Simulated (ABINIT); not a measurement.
## GaAs (F-43m): G0W0 in ABINIT against the screening cutoff in the self-energy

Aim: move the screening cutoff in the self-energy of a G0W0 run on GaAs (F-43m) over a wide range.

Main program and level: ABINIT 10.8.3; PBE and many-body steps on it, plane waves.

Report form: the programs' logs are mostly left out.

**1. The starting structure**

Symmetry: F-43m, No. 216, cubic system. The conventional cell has a = 5.654 Å, b = 5.654 Å, c = 5.654 Å, α = 90.00°, β = 90.00°, γ = 90.00°. Nearest to Ga lie 4 As at 2.45 Å. As has 4 Ga at 2.45 Å nearest. Farther neighbours are not listed.

The cell and positions come from the Crystallography Open Database and are kept as given unless a step says otherwise.

**2. Screening, 4×4×4 mesh, 304 bands, screening to 272.1 eV**

This step: ABINIT 10.8.3; RPA screening on PBE, plane waves, norm-conserving pseudopotentials.

The RPA dielectric matrix is built and inverted for each q.

The input, run.abi:

```
acell 3*1.0 Angstrom
rprim 
  0.000000000000 2.826850000000 2.826850000000
  2.826850000000 0.000000000000 2.826850000000
  2.826850000000 2.826850000000 -0.000000000000
ntypat 2
znucl 31 33
natom 2
typat 1 2
xred 
  0.000000000000 0.000000000000 0.000000000000
  0.250000000000 0.250000000000 0.250000000000
pp_dirpath "pseudos"
pseudos "Ga.upf, As.upf"
ecut 38
ngkpt 4 4 4
nshiftk 1
shiftk 0 0 0
kptopt 1
chksymbreak 0
istwfk *1
occopt 1
irdwfk 1
optdriver 3
nband 304
ecuteps 10
inclvkb 2
awtr 1
symchi 1
indata_prefix "in"
outdata_prefix "out"
tmpdata_prefix "tmp"
```

Command:

```console
> OMP_NUM_THREADS=1 mpirun -n 8 abinit run.abi > log
```

Run time: 2.2 min. Hardware: 8 MPI ranks of Intel Xeon Platinum 8259CL at 2.50GHz (Skylake/Cascade Lake), shared host; peak memory 2.7 GiB; 18 min of CPU time.

Numbers from this step:

| Item | Value |
| --- | --- |
| ε∞ with local fields, on this mesh, along the program's q direction | 139.6 |
| the same without local fields | 147.9 |
| plasma frequency | 29.23 eV |
| plane waves in the screening matrix | 459 |

Local fields lower ε∞ by 6 %. The value itself is an artefact of the mesh, where one narrow direct gap carries too much weight.

**3. 1 Ha**

This step: G0W0 on PBE, plane waves, norm-conserving pseudopotentials.

run.abi: that of step 2 with these lines changed.

```diff
@@ -23,8 +23,15 @@
 irdwfk 1
-optdriver 3
+optdriver 4
 nband 304
-ecuteps 10
-inclvkb 2
-awtr 1
-symchi 1
+gwcalctyp 0
+ecutsigx 38
+symsigma 1
+nkptgw 1
+kptgw 
+  0.0000000000 0.0000000000 0.0000000000
+bdgw 
+  12 18
+ecuteps 1
+irdscr 1
+ppmodel 1
 indata_prefix "in"
```

Run time: 4.9 s. Hardware: 8 MPI ranks; peak memory 0.76 GiB; 37 s of CPU time.

This step gave:

```
G0W0 gap on the points computed              : 1.076 eV
starting gap on the mesh                     : 0.5137 eV
k of the valence top                         : 0, 0, 0
k of the conduction bottom                   : 0, 0, 0
Z at the valence top                         : 0.813
Z at the conduction bottom                   : 0.816
least direct G0W0 gap on the computed points : 1.076 eV
```

**4. 2 Ha**

run.abi: that of step 3 with these lines changed.

```diff
@@ -33,3 +33,3 @@
   12 18
-ecuteps 1
+ecuteps 2
 irdscr 1
```

It took 4.7 s on 8 MPI ranks; peak memory 0.78 GiB.

Numbers from this step:

```yaml
g0w0_gap_on_the_points_computed: 1.096 eV
starting_gap_on_the_mesh: 0.5137 eV
k_of_the_valence_top: 0, 0, 0
k_of_the_conduction_bottom: 0, 0, 0
z_at_the_valence_top: 0.801
z_at_the_conduction_bottom: 0.802
least_direct_g0w0_gap_on_the_computed_points: 1.096 eV
```

**5. 3.5 Ha**

The self-energy is evaluated for the states that the input lists, and the levels follow from it, in one-shot runs by the linearised quasiparticle equation.

run.abi: that of step 4 with these lines changed.

```diff
@@ -33,3 +33,3 @@
   12 18
-ecuteps 2
+ecuteps 3.5
 irdscr 1
```

Run time: 6.3 s. Hardware: 8 MPI ranks; peak memory 1.6 GiB.

This step gave:

```yaml
g0w0_gap_on_the_points_computed: 1.063 eV
starting_gap_on_the_mesh: 0.5137 eV
k_of_the_valence_top: 0, 0, 0
k_of_the_conduction_bottom: 0, 0, 0
least_direct_g0w0_gap_on_the_computed_points: 1.063 eV
```

The gap on the mesh goes from 0.51 eV to 1.06 eV, a correction of +0.55 eV.

**6. 5 Ha**

run.abi: that of step 5 with these lines changed.

```diff
@@ -33,3 +33,3 @@
   12 18
-ecuteps 3.5
+ecuteps 5
 irdscr 1
```

Elapsed: 8.2 s, on 8 MPI ranks; peak memory 1.5 GiB; 64 s of CPU time.

Numbers from this step:

```yaml
g0w0_gap_on_the_points_computed: 1.060 eV
starting_gap_on_the_mesh: 0.5137 eV
k_of_the_valence_top: 0, 0, 0
k_of_the_conduction_bottom: 0, 0, 0
least_direct_g0w0_gap_on_the_computed_points: 1.060 eV
```

Against the run before, the gap moves by −0.003 eV.

**7. 7.5 Ha**

run.abi: that of step 6 with these lines changed.

```diff
@@ -33,3 +33,3 @@
   12 18
-ecuteps 5
+ecuteps 7.5
 irdscr 1
```

Elapsed: 16 s, on 8 MPI ranks; peak memory 2.4 GiB.

Numbers from this step:

- G0W0 gap on the points computed: 1.068 eV
- starting gap on the mesh: 0.5137 eV
- k of the valence top: 0, 0, 0
- k of the conduction bottom: 0, 0, 0
- least direct G0W0 gap on the computed points: 1.068 eV

Against the run before, the gap moves by +0.008 eV.

**8. 10 Ha**

run.abi: that of step 7 with these lines changed.

```diff
@@ -33,3 +33,3 @@
   12 18
-ecuteps 7.5
+ecuteps 10
 irdscr 1
```

Wall time 30 s (8 MPI ranks); peak memory 2.8 GiB.

Numbers from this step:

| Quantity | Value |
| --- | --- |
| G0W0 gap on the points computed | 1.067 eV |
| starting gap on the mesh | 0.5137 eV |
| k of the valence top | 0, 0, 0 |
| k of the conduction bottom | 0, 0, 0 |
| least direct G0W0 gap on the computed points | 1.067 eV |

Against the run before, the gap moves by −0.001 eV.

**9. The runs together**

Times are wall times on 8 MPI ranks of Intel Xeon Platinum 8259CL at 2.50GHz (Skylake/Cascade Lake), shared host, good to a factor of about two. A run's time includes the screening step that it read.

```csv
run,mesh,bands,screening cutoff (eV),DFT gap (eV),gap on the mesh (eV),direct (eV),ε∞ used,time
1 Ha,4×4×4,304,27.2,0.514,1.076,1.076,139.56,2.3 min
2 Ha,4×4×4,304,54.4,0.514,1.096,1.096,139.56,2.3 min
3.5 Ha,4×4×4,304,95.2,0.514,1.063,1.063,139.56,2.3 min
5 Ha,4×4×4,304,136.1,0.514,1.060,1.060,139.56,2.4 min
7.5 Ha,4×4×4,304,204.1,0.514,1.068,1.068,139.56,2.5 min
10 Ha,4×4×4,304,272.1,0.514,1.067,1.067,139.56,2.7 min
```

**10. Results**

```yaml
1_ha: 1.076 eV
2_ha: 1.096 eV
3p5_ha: 1.063 eV
5_ha: 1.060 eV
7p5_ha: 1.068 eV
10_ha: 1.067 eV
known_limits: not at the basis limit; exchange with frozen shells missing; screening runs away on this mesh; no spin-orbit coupling; coarse k mesh
```

**Reading.** The setting moved: screening cutoff in the self-energy. From 1 Ha to 10 Ha the gap moves by −0.01 eV. It holds to 0.03 eV from 1 Ha on. Bands and screening cutoff are coupled, so a series along one setting does not show full convergence. Bands and cutoff are finite, so the gap is not at the basis limit. The miss can reach some tenths of an eV and take either sign; the mesh is an error of its own. In the G0W0 runs levels were corrected at 1 k point alone, so a gap called «on the mesh» is the least over those, and an edge elsewhere would be missed. The 4×4×4 mesh is coarse for this cell, which bears on the long-range parts of exchange and screening. The norm-conserving file of at least one element keeps a d shell over frozen s and p shells of the same row. Exchange with those shells is missing from the self-energy, an error of 0.3 to 0.9 eV in cases checked, whose sign depends on which edge lies on those atoms. For the PBE start: On this mesh the RPA ε∞ passes 90, more than nearly any semiconductor shows; a coarse mesh does this where one point with a narrow direct gap carries much weight. The screening is then too strong, and the G0W0 gap should not be taken as the material's. The many-body steps are scalar-relativistic: spin-orbit coupling is not in them.

[Paths, hosts, dates, memory and timing lines, banners, echoed tables and standing remarks are left out of the program output.]

[Logs are printed without paths, hosts, clocks, repeated set-up lines and the standing remarks that a program may print on its own settings, such as how far it seeks lower states.]

[Runs of the session that timed out or met a known fault of the program may be left out.]

[Hosts, paths, dates, database ids (printed as entryN), source tags and the programs' standing remarks are cut or masked in the printed files.]

[G0W0 gaps are taken among the corrected bands and points alone; a level outside them can change the order at an edge.]

[Where Ansatz stands beside ABINIT at settings called matched, ABINIT's density can come from a denser mesh and the files from another edition; pairs whose starting gaps differed by over 0.03 eV were left out, so agreement reads better than it is.]
